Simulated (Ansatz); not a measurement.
ZnCu2SnS4:

```
Sn Zn Cu S
1.0
    -2.71710    2.71710    5.42480
     2.71710   -2.71710    5.42480
     2.71710    2.71710   -5.42480
Sn Zn Cu S
1 1 2 4
Direct
  0.50000 0.50000 0.00000
  0.25000 0.75000 0.50000
  0.75000 0.25000 0.50000
  0.00000 0.00000 0.00000
  0.62799 0.62839 0.51280
  0.88481 0.37201 0.00040
  0.11559 0.11519 0.48720
  0.37161 0.88441 0.99960
```

Base run:

| Property | Result |
| --- | --- |
| Program | Ansatz 0.2.0 |
| Functional | r2SCAN |
| Potentials or basis | Ansatz PAW |
| Cutoff | 500 eV (not typed: the program's choice for these potentials) |
| k mesh | 7 × 7 × 7 |
| Occupations | fermi-dirac, width 0.05 eV |
| Spin | no spin polarisation |

Its results: band gap on the k mesh 0.60 eV, direct; pressure -0.2 GPa; largest force 0.452 eV/Å.

**Question.** The run is repeated on the same cell with these changes: functional from r2SCAN to PBEsol; cutoff from 500 eV (not typed: the program's choice for these potentials) to 420 eV (not typed: the program's choice for these potentials). What comes out?

**Answer.** Band gap on the k mesh 0.23 eV, direct; pressure -1.7 GPa; largest force 0.661 eV/Å.

r2SCAN gives the wider gap, since meta-GGAs in the generalised Kohn-Sham scheme recover part of the derivative discontinuity.

Caveats: spin-orbit coupling is left out, which moves the levels of the heavy elements; the PAW data sets come from PBE, with cores solved anew for the run's functional, which leaves a small shift of forces and pressure.
